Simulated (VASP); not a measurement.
# TiAl3 (Pmm2) in VASP: reference runs, part 2 of 2

VASP 6.6.1. Earlier steps stand in the parts before.

**3. Single point, PBEsol (atoms moved at random, drawn with an rms of 0.05 Å)**

INCAR

```
SYSTEM = TiAl3
ALGO = Normal ; EDIFF = 1E-7
ENCUT = 520 ; GGA = PS
ISIF = 2 ; ISMEAR = -1
LASPH = .True. ; LCHARG = .False.
LREAL = .False. ; LWAVE = .False.
NBANDS = 18 ; NELM = 80
PREC = Accurate ; SIGMA = 0.05
```

KPOINTS

```
k-points
0
Gamma
  9 6 6
  0 0 0
```

POSCAR

```
TiAl3
1.0
    2.8396770000      0.0000000000      0.0000000000
    0.0000000000      4.6812640000      0.0000000000
    0.0000000000      0.0000000000      4.9007420000
Ti Al
1 3
Direct
   -0.0045870000      0.5005260000      0.1601650000
   -0.0038980000     -0.0040370000      0.8333180000
    0.4909410000     -0.0002780000      0.3240960000
    0.4910320000      0.4956190000      0.6752410000
```

Potentials or basis: VASP PAW PBE potentials, release 64 (Ti_sv, Al).

Command:

```console
$ cat potpaw_PBE.64/Ti_sv/POTCAR potpaw_PBE.64/Al/POTCAR > POTCAR
$ mpirun -np 1 vasp_std > vasp.out
```

OUTCAR:

```text
SYSTEM = TiAl3
   EDIFF = 1E-7
   ENCUT = 520
   GGA = PS
   ISIF = 2
   ISMEAR = -1
   LASPH = .True.
   LREAL = .False.
   NELM = 80
   PREC = Accurate

 ion  position               nearest neighbor table
   1  0.995  0.501  0.160-   4 2.76   4 2.77   2 2.82   3 2.84   3 2.85   2 2.85   3 2.86   3 2.86
                             4 2.89   4 2.90
   2  0.996  0.996  0.833-   3 2.79   3 2.80   1 2.82   4 2.84   4 2.84   4 2.85   4 2.85   1 2.85
                             3 2.86   3 2.88
   3  0.491  1.000  0.324-   2 2.79   2 2.80   1 2.84   1 2.85   1 2.86   1 2.86   2 2.86   2 2.88
                             4 2.89   4 2.92
   4  0.491  0.496  0.675-   1 2.76   1 2.77   2 2.84   2 2.84   2 2.85   2 2.85   3 2.89   1 2.89
                             1 2.90   3 2.92

  LATTYP: Found a simple orthorhombic cell.
 ALAT       =     2.8396770000
 B/A-ratio  =     1.6485198845
 C/A-ratio  =     1.7258096607

  Lattice vectors:

 A1 = (   2.8396770000,   0.0000000000,   0.0000000000)
 A2 = (   0.0000000000,   4.6812640000,   0.0000000000)
 A3 = (   0.0000000000,   0.0000000000,   4.9007420000)

Analysis of symmetry for initial positions (statically):
=====================================================================
 Subroutine PRICEL returns:
 Original cell was already a primitive cell.

 Routine SETGRP: Setting up the symmetry group for a
 simple orthorhombic supercell.

 Subroutine GETGRP returns: Found  1 space group operations
 (whereof  1 operations were pure point group operations)
 out of a pool of  8 trial point group operations.

The static configuration has the point symmetry C_1 .

Analysis of symmetry for dynamics (positions and initial velocities):
=====================================================================
 Subroutine PRICEL returns:
 Original cell was already a primitive cell.

 Routine SETGRP: Setting up the symmetry group for a
 simple orthorhombic supercell.

 Subroutine GETGRP returns: Found  1 space group operations
[... 122 lines left out ...]
   ISMEAR =    -1;   SIGMA  =   0.05  broadening in eV -4-tet -1-fermi 0-gaus
   EFERMI_NEDOS =   21; number of points for ismear=-14 and -15
   IALGO  =     38    algorithm
   IMIX   =      4    mixing-type and parameters
     AMIX     =   0.40;   BMIX     =  1.00
     AMIX_MAG =   1.60;   BMIX_MAG =  1.00
  volume/ion in A,a.u.               =      16.29       109.91
  Fermi-wavevector in a.u.,A,eV,Ry     =   1.122492  2.121202 17.143184  1.259988
  Thomas-Fermi vector in A             =   2.259152
   LORBIT       =      0    0 simple, 1 ext, 2 COOP (PROOUT), +10 PAW based schemes
   GGA     = PS    functional components
   LHFCALC =     F    Hartree Fock is set to
   AEXX    =    0.0000 exact exchange contribution
   IVDW    =     0    specifies the selected vdW correction
   LEPSILON=     F    determine dielectric tensor
   LRPA    =     F    only Hartree local field effects (RPA)
 non-spin polarized calculation
  energy-cutoff  :      520.00
  volume of cell :       65.15
 maximum number of plane-waves:      1772
 NGX is ok and might be reduce to    24
   NGX = 11   NGY = 17   NGZ = 19

 number of electron      20.9999995 magnetization

 Free energy of the ion-electron system (eV)
  ---------------------------------------------------
  ext. energy  EPLUGINS =         0.00000000
  ---------------------------------------------------
  free energy    TOTEN  =       -21.56556385 eV

  energy without entropy =      -21.54273826  energy(sigma->0) =      -21.55415105

 E-fermi :   7.9720     XC(G=0): -10.7114

 val. band max:        7.9718212575   @ k =   0.2222  -0.3333  -0.3333
 cond. band min:       7.9828165655   @ k =   0.2222  -0.1667  -0.3333
 fundamental gap:      0.0109953080
 Fermi energy:         7.9720138377

 k-point     1 :       0.0000    0.0000    0.0000
  band No.  band energies     occupation
      1     -48.2816      2.00000
      2     -24.7120      2.00000
      3     -24.7086      2.00000
      4     -24.3407      2.00000
      5      -2.1323      2.00000
      6       2.8897      2.00000
[... 481 lines left out ...]
      5      -0.8760      2.00000
      6       0.1302      2.00000
[... 10 lines left out ...]
     17      14.3463      0.00000
     18      16.3347      0.00000

 [... further k-points ...]
[... 5 lines left out ...]
  --------------------------------------------------------------------------------------
  -------------------------------------------------------------------------------------
  Total       -1.5782069     -0.4724173     -0.5329232      0.0008304     -0.0274512     -0.0076525
  in kB      -38.8133042    -11.6182960    -13.1063347      0.0204232     -0.6751165     -0.1882004
  external PRESSURE =     -21.1793116 kB  Pullay stress =       0.0000000 kB

 VOLUME and BASIS-vectors are now :
 -----------------------------------------------------------------------------
  energy-cutoff  :      520.00
  volume of cell :       65.15
      direct lattice vectors                 reciprocal lattice vectors
     2.839677000  0.000000000  0.000000000     0.352152727  0.000000000  0.000000000
     0.000000000  4.681264000  0.000000000     0.000000000  0.213617519  0.000000000
     0.000000000  0.000000000  4.900742000     0.000000000  0.000000000  0.204050734

 POSITION                                       TOTAL-FORCE (eV/Angst)
 -----------------------------------------------------------------------------------
      2.82665      2.34309      0.78493        -0.062737     -0.048764      0.328872
      2.82861      4.66237      4.08388        -0.027775      0.033966     -0.046745
      1.39411      4.67996      1.58831         0.043960     -0.005646      0.176832
      1.39437      2.32012      3.30918         0.046551      0.020443     -0.458959
 -----------------------------------------------------------------------------------
    total drift:                               -0.000230      0.000030      0.000097

  FREE ENERGIE OF THE ION-ELECTRON SYSTEM (eV)
  ---------------------------------------------------
  free  energy   TOTEN  =       -21.5655638545 eV

  energy  without entropy=      -21.5427382551  energy(sigma->0) =      -21.55415105
```

Run time: 78 s. Hardware: 1 thread of Intel Xeon 6975P-C (Granite Rapids), shared host; peak memory 0.31 GiB.

Results:

```
Free energy            : -21.5656 eV
Pressure               : -2.1 GPa
Largest force          : 0.462 eV/Å
Band gap on the k mesh : none (metal or under the smearing width)
```

Forces on the atoms (eV/Å):
```
Ti  -0.063 -0.049  0.329
Al  -0.028  0.034 -0.047
Al   0.044 -0.006  0.177
Al   0.047  0.020 -0.459
```

Caveat: the PAW data sets were made with another functional, which shifts forces and pressure a little.
